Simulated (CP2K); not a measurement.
**ZrC under changes of volume**

One of the cells (13.228 Å³/atom); the others are scaled copies at fixed shape and fractional positions:

```
CELL_PARAMETERS angstrom
3.34462 0.00000 0.00000
1.67231 2.89652 0.00000
1.67231 0.96551 2.73087
ATOMIC_POSITIONS crystal
Zr 0.50000 0.50000 0.50000
C 0.00000 0.00000 0.00000
```

```yaml
Program: CP2K 2026.2
Functional: r2SCAN
Potentials_or_basis: POTENTIAL_UZH Zr GTH-SCAN-q12, C GTH-SCAN-q4; TZVP-MOLOPT-SCAN-GTH basis
Density_cutoff: 9524 eV
k_mesh: 10 × 10 × 10
Occupations: fermi-dirac, width 0.05 eV
Spin: no spin polarisation
```

| volume (Å³/atom) | energy over the lowest point (meV/atom) | pressure (GPa) |
| --- | --- | --- |
| 12.434 | 33.22 | 15.0 |
| 12.699 | 13.37 | 9.2 |
| 12.963 | 2.59 | 4.0 |
| 13.228 | 0.00 | -0.7 |
| 13.493 | ? | ? |
| 13.757 | 16.33 | -8.9 |
| 14.022 | 33.78 | -12.4 |

Problem. What does the run at 13.493 Å³/atom give?

Solution. Energy over the lowest point 4.82 meV/atom; pressure -5.0 GPa.

Worked out: A Birch-Murnaghan fit of order 3 (a polynomial in V^(-2/3)) to the other rows has its minimum at 13.18 Å³/atom with B0 = V·E''(V) = 226 GPa and B' = 4.2. It gives 4.85 meV/atom at 13.493 Å³/atom, against the run's 4.82, and -dE/dV = -5.0 GPa, against -5.0.

Energies are extrapolated to zero smearing.

Caveats: the basis of atomic orbitals isn't converged, which shifts pressures, moduli and gaps.
